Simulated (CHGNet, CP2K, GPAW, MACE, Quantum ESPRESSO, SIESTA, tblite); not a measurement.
# Quantum ESPRESSO on Zr2CO2 MXene, 4 layers (80 atoms): settings compared

How far do other settings of Quantum ESPRESSO move the forces in Zr2CO2 MXene, 4 layers (80 atoms)? One run of the same program serves as the yardstick.

Calculated with Quantum ESPRESSO 7.5; the method is named at each step.

**1. Starting point**

The cell holds 80 atoms: 16 C, 32 Zr and 32 O. Its edges and angles: a = 6.752 Å, b = 6.752 Å, c = 40.780 Å, α = 90.0°, β = 90.0°, γ = 120.0°. It derives from Zr2CO2 (Zr2CO2 MXene). 4 layers of Zr2CO2 MXene (a = 3.31 Å), 2 x 2 cells, biaxial strain +2 %, every second layer slid by 0.500 of a1 + 2 a2; facing planes 2.84, 2.72, 2.82 Å apart; 14 Å of vacuum. Then every atom was moved at random, 0.02 Å r.m.s. a Cartesian component. Regions: layer 1, 20 atoms (4 C, 8 Zr and 8 O); layer 2, 20 atoms (4 C, 8 Zr and 8 O); layer 3, 20 atoms (4 C, 8 Zr and 8 O); layer 4, 20 atoms (4 C, 8 Zr and 8 O). Vacuum lies along c.

The yardstick, on the same geometry:

- method: Kohn-Sham DFT, PBE, SSSP efficiency 1.3.0 pseudopotentials, plane waves (Quantum ESPRESSO 7.5); sssp-pbe-1.3.0-efficiency, cutoffs 60/480 Ry, Γ point
- r.m.s. force component: 0.3777 eV/Å
- longest force: 1.05 eV/Å
- gap (highest filled to lowest empty level): 0.5155 eV
- time: 11 min on 4 MPI ranks of Arm Neoverse V1, shared host
- CPU time: 46 min

**2. PBE, sssp-1.3.0-efficiency, 35/280 Ry**

Method: Kohn-Sham DFT, PBE, SSSP efficiency 1.3.0 pseudopotentials, plane waves.

The input, pw.in:

```
&control
  calculation = 'scf'
  pseudo_dir = './pseudo'
  outdir = './tmp'
  disk_io = 'none'
  tprnfor = .true.
/
&system
  ibrav = 0
  nat = 80
  ntyp = 3
  ecutwfc = 35
  ecutrho = 280
  nosym = .true.
  occupations = 'smearing'
  smearing = 'fd'
  degauss = 0.003675
/
&electrons
  conv_thr = 4.0e-07
  electron_maxstep = 100
  mixing_beta = 0.4
  mixing_mode = 'local-TF'
  diagonalization = 'david'
/
ATOMIC_SPECIES
C 12.011 C.upf
Zr 91.224 Zr.upf
O 15.999 O.upf
CELL_PARAMETERS angstrom
6.75240 0.00000 0.00000
-3.37620 5.84775 0.00000
0.00000 0.00000 40.78000
ATOMIC_POSITIONS crystal
C 0.00098 0.00118 0.22785
Zr 0.16045 0.33260 0.26228
Zr 0.33537 0.16672 0.19371
O 0.33920 0.16389 0.28532
O 0.16453 0.33613 0.17062
C 0.00575 0.49632 0.22836
Zr 0.16403 0.83567 0.26148
Zr 0.33217 0.66558 0.19445
O 0.33432 0.66283 0.28502
O 0.16625 0.83467 0.17142
C 0.49349 0.99373 0.22723
Zr 0.66743 0.33728 0.26123
Zr 0.83268 0.16812 0.19364
O 0.83570 0.16903 0.28387
O 0.66202 0.33474 0.17109
C 0.49742 0.49980 0.22864
Zr 0.67007 0.83437 0.26148
Zr 0.83728 0.66271 0.19425
O 0.84075 0.66994 0.28520
O 0.66143 0.83591 0.17219
C 0.25461 0.50069 0.40950
Zr 0.41214 0.82446 0.44325
Zr 0.58824 0.66954 0.37684
O 0.57999 0.66021 0.46685
O 0.41860 0.83231 0.35461
C 0.24933 0.99521 0.41023
Zr 0.41802 0.33439 0.44429
Zr 0.58345 0.16594 0.37621
O 0.58350 0.16327 0.46723
O 0.41497 0.33101 0.35380
C 0.74988 0.49910 0.41079
Zr 0.91912 0.83374 0.44451
Zr 0.08796 0.66399 0.37611
O 0.08221 0.66736 0.46652
O 0.91771 0.83423 0.35387
C 0.75039 0.00149 0.40976
Zr 0.91985 0.33448 0.44378
Zr 0.08200 0.16509 0.37573
O 0.08921 0.16879 0.46716
O 0.90926 0.32789 0.35418
C 0.99349 0.99877 0.59001
Zr 0.16488 0.33407 0.62244
Zr 0.33010 0.16418 0.55552
O 0.33522 0.16889 0.64598
O 0.16521 0.32731 0.53311
C 0.00246 0.50558 0.59080
Zr 0.16254 0.83743 0.62431
Zr 0.33866 0.66987 0.55624
O 0.33306 0.67205 0.64722
O 0.15934 0.83373 0.53316
C 0.50477 0.00371 0.59034
Zr 0.66484 0.33210 0.62362
Zr 0.83426 0.16335 0.55656
O 0.83168 0.16656 0.64570
O 0.66025 0.32912 0.53371
C 0.49624 0.49935 0.58987
[... 20 atom lines left out ...]
Zr 0.91332 0.33342 0.80534
Zr 0.08723 0.16742 0.73845
O 0.07948 0.16490 0.82855
O 0.91627 0.33872 0.71498
K_POINTS gamma
```

Launch:

```
$ OMP_NUM_THREADS=1 mpirun -np 4 pw.x -in pw.in > output.txt
```

Log:

```text
Program PWSCF
     gamma-point specific algorithms are used
     one sub-group per band group will be used
     scalapack distributed-memory algorithm (size of sub-group:  2*  2 procs)
     Parallelization info
     sticks:   dense  smooth     PW     G-vecs:    dense   smooth      PW
     Min         778     390     95               214758    75918    9428
     Max         780     398     98               214832    75921    9464
     Sum        3115    1573    385               859125   303675   37789
     bravais-lattice index     =            0
     lattice parameter (alat)  =      12.7602  a.u.
     unit-cell volume          =   10866.5274 (a.u.)^3
     number of atoms/cell      =           80
     number of atomic types    =            3
     number of electrons       =       640.00
     number of Kohn-Sham states=          384
     kinetic-energy cutoff     =      35.0000  Ry
     charge density cutoff     =     280.0000  Ry
     scf convergence threshold =      4.0E-07
     mixing beta               =       0.4000
     number of iterations used =            8  local-TF  mixing
     Exchange-correlation= SLA  PW   PBX  PBC
                           (   1   4   3   4   0   0   0)
     crystal axes: (cart. coord. in units of alat)
               a(1) = (   1.000000   0.000000   0.000000 )
               a(2) = (  -0.500000   0.866025   0.000000 )
               a(3) = (   0.000000   0.000000   6.039334 )
     reciprocal axes: (cart. coord. in units 2 pi/alat)
               b(1) = (  1.000000  0.577350 -0.000000 )
               b(2) = (  0.000000  1.154701  0.000000 )
               b(3) = (  0.000000 -0.000000  0.165581 )
     PseudoPot. # 1 for C :
     Pseudo is Projector augmented-wave + core cor, Zval =  4.0
     PseudoPot. # 2 for Zr:
     Pseudo is Ultrasoft + core correction, Zval = 12.0
     PseudoPot. # 3 for O :
     Pseudo is Projector augmented-wave + core cor, Zval =  6.0
     atomic species   valence    mass     pseudopotential
     C                 4.00    12.01100     C ( 1.00)
     Zr               12.00    91.22400     Zr( 1.00)
     O                 6.00    15.99900     O ( 1.00)
     No symmetry found
   Cartesian axes
     number of k points=     1  Fermi-Dirac smearing, width (Ry)=  0.0037
                       cart. coord. in units 2pi/alat
        k(    1) = (   0.0000000   0.0000000   0.0000000), wk =   2.0000000
     Dense  grid:   429563 G-vectors     FFT dimensions: (  72,  72, 432)
     Smooth grid:   151838 G-vectors     FFT dimensions: (  50,  50, 300)
     Check: negative core charge=   -0.000003
     Initial potential from superposition of free atoms
     starting charge     639.9305, renormalised to     640.0000
     negative rho (up, down):  1.947E+00 0.000E+00
     Starting wfcs are  608 randomized atomic wfcs
     Self-consistent Calculation
     iteration #  1     ecut=    35.00 Ry     beta= 0.40
     negative rho (up, down):  1.943E+00 0.000E+00
     total energy              =   -4807.35862664 Ry
     estimated scf accuracy    <      32.61507907 Ry
     iteration #  2     ecut=    35.00 Ry     beta= 0.40
     negative rho (up, down):  1.978E+00 0.000E+00
     total energy              =   -4805.96556443 Ry
     estimated scf accuracy    <       9.05338302 Ry
     iteration #  3     ecut=    35.00 Ry     beta= 0.40
     negative rho (up, down):  2.046E+00 0.000E+00
     total energy              =   -4807.61198305 Ry
     estimated scf accuracy    <       1.35851944 Ry
     iteration #  4     ecut=    35.00 Ry     beta= 0.40
     negative rho (up, down):  2.086E+00 0.000E+00
     total energy              =   -4807.69201759 Ry
     estimated scf accuracy    <       0.43234810 Ry
     iteration #  5     ecut=    35.00 Ry     beta= 0.40
     c_bands:  3 eigenvalues not converged
     negative rho (up, down):  2.101E+00 0.000E+00
     total energy              =   -4807.68575669 Ry
     estimated scf accuracy    <       0.15060321 Ry
     iteration #  6     ecut=    35.00 Ry     beta= 0.40
[...]
total energy              =   -4807.69292540 Ry
     estimated scf accuracy    <       0.12318660 Ry
[...]
c_bands:  1 eigenvalues not converged
[...]
c_bands:  5 eigenvalues not converged
[...]
c_bands:  3 eigenvalues not converged
[...]
total energy              =   -4807.68784580 Ry
[...]
iteration # 30     ecut=    35.00 Ry     beta= 0.40
[...]
total energy              =   -4807.68784606 Ry
     estimated scf accuracy    <       0.00000059 Ry
     iteration # 31     ecut=    35.00 Ry     beta= 0.40
     negative rho (up, down):  2.084E+00 0.000E+00
     total energy              =   -4807.68784604 Ry
     estimated scf accuracy    <       0.00000051 Ry
     iteration # 32     ecut=    35.00 Ry     beta= 0.40
     negative rho (up, down):  2.084E+00 0.000E+00
     End of self-consistent calculation
          k = 0.0000 0.0000 0.0000 ( 18895 PWs)   bands (ev):
   -43.1568 -43.0535 -43.0181 -43.0042 -43.0041 -42.9826 -42.9704 -42.9382
   -42.9364 -42.9182 -42.9114 -42.9104 -42.9038 -42.8820 -42.8801 -42.8796
   -42.8591 -42.8584 -42.8461 -42.8400 -42.8350 -42.8327 -42.8300 -42.8263
   -42.8028 -42.7885 -42.7731 -42.7607 -42.7501 -42.7422 -42.7408 -42.6589
   -21.6138 -21.5530 -21.5199 -21.4776 -21.4697 -21.4520 -21.4512 -21.4453
   -21.4281 -21.4247 -21.4142 -21.4001 -21.3805 -21.3770 -21.3708 -21.3651
[...]
9.3427   9.3581   9.3722   9.3939   9.5954   9.6404   9.6740   9.7154
     9.7475   9.7572   9.7904   9.8329   9.8464   9.8983   9.9250   9.9524
     9.9591   9.9615   9.9921  10.0103  10.0288  10.0326  10.0453  10.0680
     the Fermi energy is     6.6164 ev
!    total energy              =   -4807.68784588 Ry
     estimated scf accuracy    <       0.00000028 Ry
     smearing contrib. (-TS)   =      -0.00136684 Ry
     internal energy E=F+TS    =   -4807.68647904 Ry
     The total energy is F=E-TS. E is the sum of the following terms:
     one-electron contribution =  -39119.16186138 Ry
     hartree contribution      =   19761.49006701 Ry
     xc contribution           =    -880.76398511 Ry
     ewald contribution        =   15834.08988684 Ry
     one-center paw contrib.   =    -403.34058639 Ry
     convergence has been achieved in  32 iterations
     negative rho (up, down):  2.084E+00 0.000E+00
     Forces acting on atoms (cartesian axes, Ry/au):
     atom    1 type  1   force =    -0.00235634   -0.01446440    0.00616575
     atom    2 type  2   force =     0.01756435    0.01562336    0.00803987
     atom    3 type  2   force =    -0.00695290   -0.00180765    0.00012285
     atom    4 type  3   force =    -0.00022915   -0.00495035   -0.03396108
     atom    5 type  3   force =     0.00104643   -0.01226582    0.02219356
     atom    6 type  1   force =    -0.02160879   -0.00283428   -0.01135940
[...]
atom   78 type  2   force =    -0.02134175   -0.00638362   -0.01161860
     atom   79 type  3   force =     0.01203373   -0.00059575   -0.02232072
     atom   80 type  3   force =     0.00948454   -0.00305772    0.02931603
     Total force =     0.228061     Total SCF correction =     0.002213
     Message from routine punch:
     Nothing written, as per user request (disk_io='none')
```

Wall time 5.4 min (4 MPI ranks of Arm Neoverse V1, shared host); peak memory 2.6 GiB; 22 min of CPU time.

Banners, paths, timers and routine set-up lines are dropped from the logs unmarked, and long logs keep their key lines alone; longer cuts are marked.

Numbers from this run, and their distance from the reference:

```yaml
r_m_s_force_component: 0.3785 eV/Å
r_m_s_difference_of_force_components: 5.142 meV/Å
longest_difference_of_force_vectors: 14.45 meV/Å
force_difference_over_r_m_s_force: 1.361 %
slope_of_forces_against_the_reference_s: 1.002
correlation_of_force_components: 0.9999
spacing_of_highest_filled_and_lowest_empty_level: 0.5143 eV
gap_difference: -0.0012 eV
energy_less_the_same_level_run_s: 92.28 meV/atom
r_m_s_force_difference_from_the_same_level_run: 5.142 meV/Å
```

This is a coarse setting, run to see what it loses.

Length of the force difference by element (eV/Å):

```csv
element,atoms,mean,most
C,16,0.0075,0.011
O,32,0.0066,0.014
Zr,32,0.011,0.013
```

Levels nearest the highest filled one (eV from it): -1.04, -1.02, -0.94, -0.74, -0.18, -0.13, -0.06, -0.05, -0.04, -0.02, -0.02, 0.00, 0.51, 0.55, 0.70, 0.71, 0.72, 0.72, 0.74, 0.75, 0.76, 0.77, 0.79, 0.80.

Local excerpt of 9 atoms (numbers count through the whole input) about Zr38, picked at random; x, y, z are measured from there.

```csv
atom,x,y,z,distance (Å),bonds,Fx,Fy,Fz (eV/Å)
Zr38,0.00,0.00,0.00,0.00,6,0.32,-0.26,-0.07
O35,0.01,-1.93,-0.89,2.13,3,0.10,0.03,0.41
O30,1.69,0.97,-0.89,2.14,3,-0.06,0.14,0.55
O40,-1.72,0.95,-0.88,2.15,3,0.30,0.22,0.19
C36,-1.69,-0.96,1.39,2.38,6,0.15,-0.03,0.24
C21,0.03,1.96,1.38,2.40,6,-0.32,0.06,0.37
C26,1.70,-0.99,1.41,2.42,6,-0.31,-0.24,0.02
Zr23,-1.66,-2.90,0.05,3.34,6,0.34,-0.22,-0.11
Zr33,-1.64,2.92,0.02,3.35,6,-0.28,0.39,0.13
```

Forces lie 1.4 % from the reference's, at 0.47 times its CPU time.

Within one program, basis, potentials and functional, energies share a zero. Each run against its twin at the usual cutoff or grid and solver:

| run | twin | Δ energy (meV/atom) | Δ force, r.m.s. (meV/Å) | CPU time over the twin's |
| --- | --- | --- | --- | --- |
| QE PBE, sssp-1.3.0-efficiency, 35/280 Ry | sssp-1.3.0-efficiency, 60/480 Ry | 92.3 | 5.14 | 0.47 |

**3. Outcome**

| Property | Result |
| --- | --- |
| force difference from the reference | QE PBE, sssp-1.3.0-efficiency, 35/280 Ry (coarse), 1.4 % |
| its CPU time | 22 min |

**Reading.** Runs with settings chosen to be coarse differ by 1.4 % (QE PBE, sssp-1.3.0-efficiency, 35/280 Ry). One electronic-structure run takes under half the reference's CPU time: QE PBE, sssp-1.3.0-efficiency, 35/280 Ry, at 1.4 % in 22 min against 46 min. PBE gaps agree with the reference's 0.515 eV within 0.002 eV. These are spacings on the run's k-points, which needn't hold the band edges. The cell is under 6 Å thick along two periodic directions, so every atom has periodic images of itself close by, which move with it and show among its neighbours and in g(r). The electronic-structure runs sample only Γ, in a cell whose shortest periodic width is 6 Å.

[Also dropped from logs without a mark: logging warnings of Python, and SIESTA's first energy breakdown and zero terms.]

[Logs are printed without paths, hosts, clocks, repeated set-up lines and the standing remarks that a program may print on its own settings, such as how far it seeks lower states.]

[Hosts, paths, dates, database ids (printed as entryN), source tags and the programs' standing remarks are cut or masked in the printed files.]
